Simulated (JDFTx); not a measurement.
# HfN (Fm-3m) in JDFTx: reference runs

How does HfN come out in PBEsol? The cell is run as given and disturbed.

All numbers are computed with JDFTx 1.7.0 (patched build); they aren't measurements. Logs are shortened: lines on timing, memory, paths and dates and some standing lists are left out, and cuts for length are marked. The log counts tension as positive stress, the text compression.

### Step 1. The crystal as given

It takes space group Fm-3m (No. 225, cubic). Conventional cell: a = 4.512 Å, b = 4.512 Å, c = 4.512 Å, α = 90.00°, β = 90.00°, γ = 90.00°. Hf (site symmetry m-3m) is surrounded by 6 N at 2.26 Å. N (site symmetry m-3m) is surrounded by 6 Hf at 2.26 Å.

### Step 2. Single point, PBEsol

Input file HfN.in:

```
lattice \
    0.0000000000     4.2632221372     4.2632221372 \
    4.2632221372     0.0000000000     4.2632221372 \
    4.2632221372     4.2632221372     0.0000000000
coords-type Lattice
ion Hf     0.0000000000     0.0000000000     0.0000000000 1
ion N      0.5000000000     0.5000000000     0.5000000000 1

ion-species pseudo/Hf.upf
ion-species pseudo/N.upf
elec-cutoff 42 336
elec-ex-corr gga-PBEsol
kpoint-folding 10 10 10
elec-smearing Fermi 0.0018374661
elec-n-bands 14
electronic-SCF nIterations 100 energyDiffThreshold 1e-09
electronic-minimize nIterations 30 energyDiffThreshold 1e-7
converge-empty-states yes
forces-output-coords Cartesian

dump-name run.$VAR
dump End Ecomponents EigStats BandEigs Kpoints Forces Stress
```

Potentials or basis: PseudoDojo-SR-PBEsol-0.4.1-standard with smoothed tails.

The run is started by

```sh
jdftx -c 1 -i HfN.in -o HfN.out
```

What it wrote:

```text
*************** JDFTx 1.7.0 (patched build) ***************

Input parsed successfully to the following command list (including defaults):
[... the input with its defaults ...]

---------- Setting up symmetries ----------

Found 48 point-group symmetries of the bravais lattice
Found 48 space-group symmetries with basis
Applied RMS atom displacement 0 bohrs to make symmetries exact.

---------- Initializing the Grid ----------
R =
[            0      4.26322      4.26322  ]
[      4.26322            0      4.26322  ]
[      4.26322      4.26322            0  ]
unit cell volume = 154.969
G =
[  -0.736906   0.736906   0.736906  ]
[   0.736906  -0.736906   0.736906  ]
[   0.736906   0.736906  -0.736906  ]
Minimum fftbox size, Smin = [  52  52  52  ]
Chosen fftbox size, S = [  54  54  54  ]

---------- Initializing tighter grid for wavefunction operations ----------
R =
[            0      4.26322      4.26322  ]
[      4.26322            0      4.26322  ]
[      4.26322      4.26322            0  ]
unit cell volume = 154.969
G =
[  -0.736906   0.736906   0.736906  ]
[   0.736906  -0.736906   0.736906  ]
[   0.736906   0.736906  -0.736906  ]
Minimum fftbox size, Smin = [  36  36  36  ]
Chosen fftbox size, S = [  36  36  36  ]

---------- Exchange Correlation functional ----------
Initalized PBEsol GGA exchange.
Initalized PBEsol GGA correlation.

---------- Setting up pseudopotentials ----------
Width of ionic core gaussian charges (only for fluid interactions / plotting) set to 0

Reading pseudopotential file 'pseudo/Hf.upf':
  'Hf' pseudopotential, 'PBESOL' functional
  Generated using ONCVPSP code by D. R. Hamann
  12 valence electrons, 4 orbitals, 8 projectors, 1001 radial grid points, with lMax = 3
    5S    l: 0   occupation:  2.0   eigenvalue: -2.463722
    5P    l: 1   occupation:  6.0   eigenvalue: -1.307898
    5D    l: 2   occupation:  2.0   eigenvalue: -0.099752
    6S    l: 0   occupation:  2.0   eigenvalue: -0.188562
  Core radius for overlap checks: 2.38 bohrs.

Reading pseudopotential file 'pseudo/N.upf':
  'N' pseudopotential, 'PBESOL' functional
  Generated using ONCVPSP code by D. R. Hamann
  5 valence electrons, 2 orbitals, 4 projectors, 1001 radial grid points, with lMax = 1
    2S    l: 0   occupation:  2.0   eigenvalue: -0.678237
    2P    l: 1   occupation:  3.0   eigenvalue: -0.258576
  Core radius for overlap checks: 1.31 bohrs.

Initialized 2 species with 2 total atoms.

Folded 1 k-points by 10x10x10 to 1000 k-points.

---------- Setting up k-points, bands, fillings ----------
Reduced to 47 k-points under symmetry.
Computing the number of bands and number of electrons
Calculating initial fillings.
nElectrons:  17.000000   nBands: 14   nStates: 47

----- Setting up reduced wavefunction bases (one per k-point) -----
average nbasis = 2014.841 , ideal nbasis = 2014.707

---------- Setting up ewald sum ----------
Optimum gaussian width for ewald sums = 1.936282 bohr.
Real space sum over 1331 unit cells with max indices [  5  5  5  ]
Reciprocal space sum over 2197 terms with max indices [  6  6  6  ]

---------- Allocating electronic variables ----------
Initializing wave functions:  linear combination of atomic orbitals
Hf pseudo-atom occupations:   s ( 2 2 )  p ( 6 )  d ( 2 )
N pseudo-atom occupations:   s ( 2 )  p ( 3 )
	FillingsUpdate:  mu: +0.735384012  nElectrons: 17.000000
LCAOMinimize: Iter:   0  F: -60.0169610938927320  |grad|_K:  8.907e-03  alpha:  1.000e+00
	FillingsUpdate:  mu: +0.714631432  nElectrons: 17.000000
LCAOMinimize: Iter:   1  F: -60.1583836758332993  |grad|_K:  3.260e-03  alpha:  2.263e-01  linmin: -3.706e-01  cgtest:  8.822e-01
LCAOMinimize: Encountered beta<0, resetting CG.
[... 9 lines of inner loops ...]
LCAOMinimize: Encountered beta<0, resetting CG.
	FillingsUpdate:  mu: +0.710408175  nElectrons: 17.000000
LCAOMinimize: Iter:   6  F: -60.1757635599438672  |grad|_K:  7.607e-08  alpha:  3.311e-01  linmin:  9.374e-04  cgtest: -2.369e-03
LCAOMinimize: Converged (|Delta F|<1.000000e-06 for 2 iters).

-------- Electronic minimization -----------
Will mix electronic density at each iteration.
	FillingsUpdate:  mu: +0.710408175  nElectrons: 17.000000
	FillingsUpdate:  mu: +0.693064240  nElectrons: 17.000000
SCF: Cycle:  0   F: -60.220652326016271   dF: -4.489e-02   |Residual|: 7.901e-02   |deigs|: 1.726e-02
	FillingsUpdate:  mu: +0.689033075  nElectrons: 17.000000
SCF: Cycle:  1   F: -60.224479742662680   dF: -3.827e-03   |Residual|: 2.318e-02   |deigs|: 8.476e-03
	FillingsUpdate:  mu: +0.687878818  nElectrons: 17.000000
SCF: Cycle:  2   F: -60.224883317219223   dF: -4.036e-04   |Residual|: 1.318e-02   |deigs|: 4.221e-03
	FillingsUpdate:  mu: +0.686686352  nElectrons: 17.000000
SCF: Cycle:  3   F: -60.224926241101905   dF: -4.292e-05   |Residual|: 2.164e-03   |deigs|: 2.664e-03
	FillingsUpdate:  mu: +0.686907555  nElectrons: 17.000000
SCF: Cycle:  4   F: -60.224927268095925   dF: -1.027e-06   |Residual|: 1.006e-03   |deigs|: 5.678e-04
	FillingsUpdate:  mu: +0.686816968  nElectrons: 17.000000
SCF: Cycle:  5   F: -60.224927737811640   dF: -4.697e-07   |Residual|: 1.666e-04   |deigs|: 2.031e-04
	FillingsUpdate:  mu: +0.686820369  nElectrons: 17.000000
SCF: Cycle:  6   F: -60.224927756351917   dF: -1.854e-08   |Residual|: 1.022e-04   |deigs|: 4.351e-05
	FillingsUpdate:  mu: +0.686830310  nElectrons: 17.000000
SCF: Cycle:  7   F: -60.224927761884757   dF: -5.533e-09   |Residual|: 1.607e-05   |deigs|: 3.438e-05
	FillingsUpdate:  mu: +0.686830081  nElectrons: 17.000000
SCF: Cycle:  8   F: -60.224927762388234   dF: -5.035e-10   |Residual|: 7.444e-06   |deigs|: 2.685e-05
	FillingsUpdate:  mu: +0.686829635  nElectrons: 17.000000
SCF: Cycle:  9   F: -60.224927762529823   dF: -1.416e-10   |Residual|: 5.560e-06   |deigs|: 3.130e-05
SCF: Converged (|Delta E|<1.000000e-09 for 2 iters).

Setting wave functions to eigenvectors of Hamiltonian
Converging empty states (this may take a while): |deigs|: 6.495e-04

# Stress tensor in Cartesian coordinates [Eh/a0^3]:
[  9.40649e-05            0            0  ]
[            0  9.40649e-05            0  ]
[            0            0  9.40649e-05  ]

# Ionic positions in lattice coordinates:
ion Hf   0.000000000000000   0.000000000000000   0.000000000000000 1
ion N   0.500000000000000   0.500000000000000   0.500000000000000 1

# Forces in Cartesian coordinates:
force Hf  -0.000000000000000   0.000000000000000   0.000000000000000 1
force N   0.000000000000000   0.000000000000000   0.000000000000000 1

# Energy components:
   Eewald =      -53.1059376899903981
       EH =        6.7550099479231456
     Eloc =      -26.5101902026172205
      Enl =        1.6260884860626028
      Exc =      -17.2809704965734490
 Exc_core =        6.6327207965015429
       KE =       21.6585868947737588
-------------------------------------
     Etot =      -60.2246922639200193
       TS =        0.0002354986098016
-------------------------------------
        F =      -60.2249277625298234

IonicMinimize: Iter:   0  F: -60.224927762529823  |grad|_K:        nan
IonicMinimize: None of the convergence criteria satisfied after 0 iterations.

#--- Lowdin population analysis ---
# oxidation-state Hf +0.700
# oxidation-state N -0.648

Dumping 'run.eigStats' ...
	eMin: -1.616479 at state 0 ( [ +0.000000 +0.000000 +0.000000 ] spin 0 )
	HOMO: +0.685199 at state 25 ( [ +0.000000 +0.300000 -0.400000 ] spin 0 )
	mu  : +0.686830
	LUMO: +0.687420 at state 14 ( [ +0.000000 +0.100000 -0.100000 ] spin 0 )
	eMax: +1.070529 at state 45 ( [ +0.200000 +0.400000 -0.300000 ] spin 0 )
	HOMO-LUMO gap: +0.002221
	Optical gap  : +0.050750 at state 6 ( [ +0.000000 +0.100000 +0.100000 ] spin 0 )
Done!
```

Wall time 64 s (1 thread of Arm Neoverse V1, shared host); peak memory 0.12 GiB.

Results:

* Free energy: -1638.8038 eV
* Pressure: -2.8 GPa
* Band gap on the k mesh: none (metal or under the smearing width)
* Loewdin charges: Hf +0.70; N -0.65 e

Levels at points of the mesh, in eV from the Fermi level:
```
           k point  band 5  band 6  band 7  band 8  band 9  band 10  band 11  band 12
(0.00, 0.00, 0.00)  -17.50   -3.03   -3.03   -3.03   -0.41    -0.41    -0.41     1.78
(0.00, 0.00, 0.50)  -14.70   -8.98   -6.27   -6.27    3.25     3.69     3.69     4.40
(0.00, 0.50, 0.50)  -16.40   -5.46   -3.89   -3.71   -3.71     4.09     5.55     5.55
```

The run has no spin-orbit coupling, so splittings on Hf are missing.

### Step 3. Single point, PBEsol (atoms moved at random, drawn with an rms of 0.05 Å)

Changes to HfN.in since step 2:

```diff
@@ -5,4 +5,4 @@
 coords-type Lattice
-ion Hf     0.0000000000     0.0000000000     0.0000000000 1
-ion N      0.5000000000     0.5000000000     0.5000000000 1
+ion Hf     0.0255780000     0.0115180000    -0.0135500000 1
+ion N      0.4868130000     0.5028510000     0.5136500000 1
```

Potentials or basis: PseudoDojo-SR-PBEsol-0.4.1-standard with smoothed tails.

The run is started by

```sh
jdftx -c 1 -i HfN.in -o HfN.out
```

Wall time 12 min (1 thread of Arm Neoverse V1, shared host); peak memory 0.89 GiB.

Results (log left out):

| Property | Result |
| --- | --- |
| Free energy | -1638.7252 eV |
| Pressure | -0.9 GPa |
| Largest force | 1.350 eV/Å |
| Band gap on the k mesh | none (metal or under the smearing width) |
| Loewdin charges | Hf +0.70; N -0.64 e |

Forces on the atoms (eV/Å):
```
Hf   0.476 -0.298 -1.228
N   -0.476  0.298  1.228
```

Stress tensor (GPa, compression positive):
```
-2.00  0.09  0.47
 0.09 -2.37 -0.30
 0.47 -0.30  1.57
```

Levels at points of the mesh, in eV from the Fermi level:
| k point | band 4 | band 5 | band 6 | band 7 | band 8 | band 9 | band 10 | band 11 | band 12 |
| --- | --- | --- | --- | --- | --- | --- | --- | --- | --- |
| (0.00, 0.00, 0.00) | -31.06 | -17.51 | -3.28 | -3.25 | -3.22 | -0.40 | -0.20 | -0.12 | 1.73 |
| (0.00, 0.00, 0.50) | -31.15 | -14.74 | -8.98 | -6.28 | -6.24 | 3.15 | 3.58 | 3.70 | 4.44 |
| (0.00, 0.50, 0.00) | -31.15 | -14.72 | -8.99 | -6.26 | -6.21 | 3.20 | 3.49 | 3.67 | 4.40 |
| (0.00, 0.50, 0.50) | -31.38 | -16.40 | -5.47 | -4.62 | -3.76 | -2.96 | 4.15 | 5.49 | 5.53 |
| (0.50, 0.00, 0.00) | -31.15 | -14.75 | -8.97 | -6.30 | -6.29 | 3.15 | 3.64 | 3.73 | 4.51 |
| (0.50, 0.00, 0.50) | -31.38 | -16.40 | -5.48 | -4.65 | -3.77 | -2.92 | 4.15 | 5.48 | 5.53 |
| (0.50, 0.50, 0.00) | -31.38 | -16.40 | -5.44 | -4.19 | -3.74 | -3.43 | 4.11 | 5.48 | 5.53 |
| (0.50, 0.50, 0.50) | -31.15 | -14.73 | -8.98 | -6.27 | -6.23 | 3.17 | 3.54 | 3.69 | 4.42 |

The run has no spin-orbit coupling, so splittings on Hf are missing.
